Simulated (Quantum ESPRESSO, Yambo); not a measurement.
# LiBr (Fm-3m): G0W0 with and without spin-orbit coupling, part 2 of 2

Wanted: the effect of spin-orbit coupling on the quasiparticle gap of LiBr (Fm-3m).

Quantum ESPRESSO 7.5 and Yambo 5.3.0; PBE and many-body steps on it, plane waves. Known limits of the many-body steps: not at the basis limit; no spin-orbit coupling in some runs; coarse k mesh.

So far. Step 4 (Scalar-relativistic): The gap on the mesh goes from 4.94 eV to 7.90 eV, a correction of +2.97 eV. Step 5 (Empty states on the mesh, 4×4×4 mesh, 420 bands): On this mesh the gap is 4.761 eV.

**6. Conversion and set-up**

This step: Yambo 5.3.0; conversion and set-up on PBE with spin-orbit coupling, plane waves, norm-conserving pseudopotentials.

Started as:

```sh
$ (cd o/x.save; p2y > p2y.log; mv SAVE ../..); yambo > setup.log
```

Output:

```text
 Yambo, version 5.3.0

 [02] CORE Variables Setup
 =========================

  [02.01] Unit cells
  ==================

  Cell kind             :  FCC
  Atoms in the cell     :  Li  Br
  number of Li atoms    :  1
  number of Br atoms    :  1

  List of atomic masses
  Mass of Li    :  6.940000
  Mass of Br    :  79.90400

  List of atomic coordinates    : [cc]
  Li1       :  0.000000  0.000000  0.000000  order 1
  Br1       :  5.197975  5.197975  5.197975  order 2

  Alat factors          :  5.197975  5.197975  5.197975 [a.u.]
  Direct lattice volume :  280.8876 [a.u.]
[...]
==========================================

 IBZ Q-points                                      :   8
 BZ  Q-points                                      :   64

 K/Q-points units:
 rlu = crystal or reduced units; cc = cartesian coordinates; iku = interal k-units

 Q [1]          [rlu]:  0.000000  0.000000  0.000000
 Q [2]          [rlu]: -0.97745E-17 -0.97745E-17  0.25000
 Q [3]          [rlu]:  0.19549E-16  0.19549E-16 -0.50000
[...]
Q [7]          [rlu]: -0.25816E-17 -0.50000     -0.50000
 Q [8]          [rlu]:  0.250000 -0.500000 -0.250000

  [03.01] X indexes
  =================

   [03.01.01] Sigma indexes
   ========================

 [06] Game Over & Game summary
```

The job ended after 2.8 s (1 MPI rank of Arm Neoverse V1, shared host; peak memory 0.24 GiB).

**7. With spin-orbit coupling**

This step: G0W0 on PBE with spin-orbit coupling, plane waves, norm-conserving pseudopotentials.

Input file gw4.in:

```
HF_and_locXC
gw0
dyson
ppa
em1d
rim_cut
RandQpts= 1000000
RandGvec= 1 RL
EXXRLvcs= 76 Ry
VXCRLvcs= 304 Ry
Chimod= "HARTREE"
% BndsRnXp
 1 | 420 |
%
NGsBlkXp= 17 Ry
% LongDrXp
 1 | 1 | 1 |
%
% GbndRnge
 1 | 420 |
%
DysSolver= "n"
ExtendOut
PPAPntXp= 27.21138 eV
% QPkrange
 1 | 1 | 17 | 24 |
%
```

Started as:

```sh
$ OMP_NUM_THREADS=2 mpirun -n 2 yambo -F gw4.in -J gw4 -C gw4 > gw4.log
```

Output:

```text
 Yambo, version 5.3.0

 [02] CORE Variables Setup
 =========================

  [... cell, symmetries and grids as in the set-up ...]

  [02.05] Energies & Occupations
  ==============================

  [X] === General ===
  [X] Electronic Temperature                        :  0.000000  0.000000 [eV K]
  [X] Bosonic    Temperature                        :  0.000000  0.000000 [eV K]
  [X] Finite Temperature mode                       : no
  [X] El. density                                   :  0.48050E+24 [cm-3]
  [X] Fermi Level                                   :  3.868825 [eV]

  [X] === Gaps and Widths ===
  [X] Conduction Band Min                           :  4.761195 [eV]
  [X] Valence Band Max                              :  0.000000 [eV]
  [X] Filled Bands                                  :  20
  [X] Empty Bands                                   :    21   420
  [X] Direct Gap                                    :  4.761195 [eV]
  [X] Direct Gap localized at k                     :  1
  [X] Indirect Gap                                  :  4.761195 [eV]
  [X] Indirect Gap between kpts                     :  1  1
  [X] Last valence band width                       :  1.288414 [eV]
  [X] 1st conduction band width                     :  3.071307 [eV]

 [03] Transferred momenta grid and indexing
 ==========================================

 IBZ Q-points                                      :   8
 BZ  Q-points                                      :   64

 K/Q-points units:
 rlu = crystal or reduced units; cc = cartesian coordinates; iku = interal k-units

 Q [1]          [rlu]:  0.000000  0.000000  0.000000
 Q [2]          [rlu]: -0.97745E-17 -0.97745E-17  0.25000
 Q [3]          [rlu]:  0.19549E-16  0.19549E-16 -0.50000
[...]
QP @ state[ 1 ] K range:  1  1
 QP @ state[ 1 ] b range:  17  24

 [xc] Functional : Perdew, Burke & Ernzerhof(X)+Perdew, Burke & Ernzerhof(C)
 [xc] LIBXC used to calculate xc functional
  PP Number of Atomic Species                      :  2
  NLCC RL compoments                               :  25125
  PP Number of Atomic Species                      :  2
  NLCC RL compoments                               :  25125

 [xc] E_xc :  -14.20280 [Ha]
      E_xc :  -28.40560 [Ry]

  Local XC kind (lXC) : Perdew, Burke & Ernzerhof(X)+Perdew, Burke & Ernzerhof(C)
  Non-Local XC kind (nlXC) : Hartree-Fock

  Corrections @ K [1] :  [eV]
 <17|nlXC|17> = -19.84237  0.61294E-17 <17|lXC|17> = -14.87331  0.14194E-09
 <18|nlXC|18> = -19.84247  0.63835E-17 <18|lXC|18> = -14.87331 -0.53754E-10
 <19|nlXC|19> = -19.84245 -0.92634E-17 <19|lXC|19> = -14.87331 -0.58169E-09
[...]
<23|nlXC|23> = -3.735325  0.80284E-18 <23|lXC|23> = -8.713104 -0.20869E-10
 <24|nlXC|24> = -3.735483  0.97560E-19 <24|lXC|24> = -8.713104 -0.20955E-09

 [08] Dyson equation: Newton solver
 ==================================

  [08.01] G0W0 (W PPA)
  ====================

  [  GW  ] Bands range     :     1   420
  [GW/PPA] G damping       :  0.100000 [eV]

  QP @ state[ 1 ] K range:  1  1
  QP @ state[ 1 ] b range:  17  24

   Sc/G bands                                       :     1   420
   Sc/G damping                                     :  0.100000 ev
   Sc bands terminator                              : no
   Sx RL components                                 :   3215

   QP @ state[ 1 ] K range                          :  1  1
   QP @ state[ 1 ] b range                          :  17  24
   GF energies kind                                 : Perdew, Burke & Ernzerhof(X)+Perdew, Burke & Ernzerhof(C)
   GF WF`s kind                                     : Perdew, Burke & Ernzerhof(X)+Perdew, Burke & Ernzerhof(C)
   Xs energies kind                                 : Perdew, Burke & Ernzerhof(X)+Perdew, Burke & Ernzerhof(C)
   Xs WF`s kind                                     : Perdew, Burke & Ernzerhof(X)+Perdew, Burke & Ernzerhof(C)

 [11] Game Over & Game summary
```

The job ended after 12 min (2 MPI ranks; peak memory 1.6 GiB; 40 min of CPU time).

This step gave:

```
G0W0 gap on the points computed              : 7.704 eV
starting gap on the mesh                     : 4.761 eV
k of the valence top                         : 0, 0, 0
k of the conduction bottom                   : 0, 0, 0
least direct G0W0 gap on the computed points : 7.704 eV
Z at the valence top                         : 0.8194
Z at the conduction bottom                   : 0.8479
```

Against G0W0 in Yambo (4×4×4 mesh, 210 bands, screening to 231.3 eV, Godby-Needs plasmon pole), the gap moves by −0.200 eV.

**8. The runs together**

Times are wall times on the hardware named with each run, good to a factor of about two.

| run | mesh | bands | screening cutoff (eV) | DFT gap (eV) | gap on the mesh (eV) | direct (eV) | time |
| --- | --- | --- | --- | --- | --- | --- | --- |
| scalar-relativistic | 4×4×4 | 210 | 231.3 | 4.938 | 7.905 | 7.905 | 2.3 min |
| with spin-orbit coupling | 4×4×4 | 420 | 231.3 | 4.761 | 7.704 | 7.704 | 12 min |

**9. What came out**

```yaml
scalar_relativistic: 7.905 eV
with_spin_orbit_coupling: 7.704 eV
known_limits: not at the basis limit; no spin-orbit coupling in some runs; coarse k mesh
```

**Reading.** With spin-orbit coupling: −0.200 eV against scalar-relativistic, −0.177 eV of it in the start. Bands and cutoff are finite, so the gap is not at the basis limit. The miss can reach some tenths of an eV and take either sign; the mesh is an error of its own. In the G0W0 runs levels were corrected at 1 k point alone, so a gap called «on the mesh» is the least over those, and an edge elsewhere would be missed. The 4×4×4 mesh is coarse for this cell, which bears on the long-range parts of exchange and screening.

[Paths, hosts, dates, memory and timing lines, banners, echoed tables and standing remarks are left out of the program output.]

[Logs are printed without paths, hosts, clocks, repeated set-up lines and the standing remarks that a program may print on its own settings, such as how far it seeks lower states.]

[Runs of the session that timed out or met a known fault of the program may be left out.]

[Hosts, paths, dates, database ids (printed as entryN), source tags and the programs' standing remarks are cut or masked in the printed files.]
